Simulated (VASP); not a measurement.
Set up this calculation in VASP 6.6.1, as the native input.

| Property | Result |
| --- | --- |
| Task | relaxation of cell and atoms |
| Functional | LDA |
| Potentials or basis | VASP PAW LDA potentials, release 64 (Be, Te) |
| Cutoff | 600 eV |
| k mesh | 8 × 8 × 8 |
| Occupations | gaussian, width 0.03 eV |
| Spin | no spin polarisation |
| Further INCAR settings | ALGO = Normal; EDIFF = 1e-07; IBRION = 2; EDIFFG = -0.005; NSW = 90; ISIF = 3 |

The structure of BeTe lies in POSCAR:

```
BeTe                                    
1.0
   -0.0000000000      2.7812175367      2.7812175367
    2.7812175367     -0.0000000000      2.7812175367
    2.7812175367      2.7812175367      0.0000000000
  Be              Te            
     1     1
Direct
     0.0000000000000000    0.0000000000000000    0.0000000000000000
     0.2500000000000000    0.2500000000000000    0.2500000000000000
```

These files were run (other wordings do the same):

INCAR

```
SYSTEM = BeTe
  ALGO = Normal
  EDIFF = 1E-7
  EDIFFG = -0.005
  ENCUT = 600
  GGA = CA
  IBRION = 2
  ISIF = 3
  ISMEAR = 0
  LASPH = .True.
  LCHARG = .False.
  LREAL = .False.
  LWAVE = .False.
  NELM = 80
  NSW = 90
  PREC = Accurate
  SIGMA = 0.03
```

KPOINTS

```
k-points
0
Gamma
  8 8 8
  0 0 0
```

Potentials or basis: VASP PAW LDA potentials, release 64 (Be, Te).

Command:

```sh
$ cat potpaw_LDA.64/Be/POTCAR potpaw_LDA.64/Te/POTCAR > POTCAR
$ mpirun -np 1 vasp_std > vasp.out
```

Results of the run:

```yaml
Pressure_after_relaxing: 0.0 GPa
Band_gap_on_the_k_mesh: 1.78 eV, indirect (least direct gap 3.55 eV)
```

Caveat: the relaxation stopped at its first step, so nothing moved; spin-orbit coupling is left out, which moves the levels of the heavy elements.

It took 6.8 s on 1 thread of Intel(R) Xeon(R) Platinum 8259CL CPU @ 2.50GHz (Skylake/Cascade Lake), on a shared host, peak memory 0.16 GiB.
